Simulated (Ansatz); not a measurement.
The system is Si.

```
Si
1.0
     2.62054    0.00000    0.00000
    -1.31027    2.26946    0.00000
     0.00000    0.00000    2.46635
Si
1
Direct
  0.00000 0.00000 0.00000
```

This isn't the form of Si at room conditions, which is diamond.

Base run:

| Quantity | Value |
| --- | --- |
| Program | Ansatz 0.2.0 |
| Functional | RPBE |
| Potentials or basis | Ansatz PAW |
| Cutoff | 420 eV (not typed: the program's choice for these potentials) |
| k mesh | 12 × 12 × 11 |
| Occupations | fermi-dirac, width 0.05 eV |
| Spin | no spin polarisation |

Its results: band gap on the k mesh none (metal or under the smearing width); pressure 4.6 GPa.

Problem. The run is repeated on the same cell with these changes: functional from RPBE to PBEsol. What comes out?

Solution. Band gap on the k mesh none (metal or under the smearing width); pressure 0.5 GPa.

PBEsol binds more tightly than RPBE, so the same cell stands under less pressure.

Caveats: the PAW data sets come from PBE, with cores solved anew for the run's functional, which leaves a small shift of forces and pressure.
